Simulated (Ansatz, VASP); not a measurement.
**Two plane-wave programs on ZnS**

```
CELL_PARAMETERS angstrom
3.84551 0.00000 0.00000
-1.92275 3.33031 0.00000
0.00000 0.00000 6.30529
ATOMIC_POSITIONS crystal
Zn 0.33333 0.66667 0.00522
Zn 0.66667 0.33333 0.50522
S 0.33333 0.66667 0.37978
S 0.66667 0.33333 0.87978
```

Alike in both runs: functional PBE; k mesh 9 × 9 × 6; occupations gaussian, width 0.02 eV; no spin polarisation.

Ansatz relaxed the structure, and its values are those at the end. VASP's run is a single point on that final structure, the one shown.

|  | VASP | Ansatz |
| --- | --- | --- |
| version | VASP 6.6.1 | Ansatz 0.2.0 |
| potentials or method | VASP PAW PBE potentials, release 64 (Zn, S) | scalar-relativistic, plane waves, PAW |
| plane-wave cutoff (eV) | 520 | 420 |
| valence electrons in the cell | 36 | 36 |

```csv
,VASP,Ansatz,Ansatz less VASP
gap on the k mesh at the Fermi level (eV),2.08,2.08,-0.004
least direct gap on the mesh (eV),2.08,2.08,-0.004
pressure (GPa),0.1,0.0,-0.14
```

With one functional, cell and mesh, what is left measures potentials, basis and numerics.

Expect the measured gap to be larger: semilocal functionals such as PBE lack the derivative discontinuity.
